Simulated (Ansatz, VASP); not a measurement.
## CuI (Marshite): VASP beside Ansatz

File INCAR:

```
  ALGO = Normal
  EDIFF = 1E-7
  EDIFFG = -0.01
  ENCUT = 600
  GGA = PS
  IBRION = 2
  ISIF = 3
  ISMEAR = -1
  IVDW = 13
  LASPH = True
  LCHARG = False
  LREAL = False
  LWAVE = False
  NELM = 60
  NSW = 60
  PREC = Accurate
  SIGMA = 0.05
```

Contents of KPOINTS:

```
k-points
0
Gamma
  8 8 8
```

File POSCAR:

```
CuI
1.0
    0.0000000000      3.0315000000      3.0315000000
    3.0315000000      0.0000000000      3.0315000000
    3.0315000000      3.0315000000      0.0000000000
I Cu
1 1
Direct
    0.0000000000      0.0000000000      0.0000000000
    0.7500000000      0.7500000000      0.7500000000
```

File input.yaml:

```yaml
crystal:
  lattice:
    - [0.0, 3.0315, 3.0315]
    - [3.0315, 0.0, 3.0315]
    - [3.0315, 3.0315, 0.0]
  atoms:
    - { symbol: I, position: [0.0, 0.0, 0.0] }
    - { symbol: Cu, position: [0.75, 0.75, 0.75] }
hamiltonian:
  xc: pbesol
  pseudopotentials: { kind: paw }
  dispersion: d4
kpoints:
  mp_grid: { grid: [8, 8, 8] }
scf:
  occupations: { method: fermi_dirac, width: 0.05 }
output:
  forces: true
  stress: true
  eigenvalues: true
relax:
  f_tol: 0.01
  max_steps: 40
  cell: { stress_tol: 0.05 }
```

Alike in both runs: task relaxation of cell and atoms; functional PBEsol; dispersion D4; k mesh 8 × 8 × 8; occupations fermi-dirac, width 0.05 eV; no spin polarisation.

|  | VASP | Ansatz |
| --- | --- | --- |
| version | VASP 6.6.1 | Ansatz 0.2.0 |
| potentials or method | VASP PAW PBE potentials, release 64 (I, Cu) | Ansatz PAW |
| plane-wave cutoff (eV) | 600 | 420 |
| valence electrons in the cell | 18 | 36 |

Ansatz gave:

* gap on the k mesh at the Fermi level, each at its own relaxed structure (eV): 1.24
* relaxed volume (Å³/atom): 25.55
* relaxed cell length with the largest relative difference (Å): 4.165
* energy change over the relaxation (meV/atom): -30

What did VASP give for the same quantities?

gap on the k mesh at the Fermi level, each at its own relaxed structure (eV): 1.26; relaxed volume (Å³/atom): 25.61; relaxed cell length with the largest relative difference (Å): 4.168; energy change over the relaxation (meV/atom): -28.

The two sets of potentials don't hold the same shells in valence.

Caveats: spin-orbit coupling is left out, which moves the levels of the heavy elements; the PAW data sets were made with another functional, which shifts forces and pressure a little (VASP); the plane-wave basis is chosen anew once the cell has moved, so the energies of steps on either side of that aren't comparable (Ansatz); the PAW data sets come from PBE, with cores solved anew for the run's functional, which leaves a small shift of forces and pressure (Ansatz). A hybrid or GW would open this gap; PBEsol tends to underestimate it.
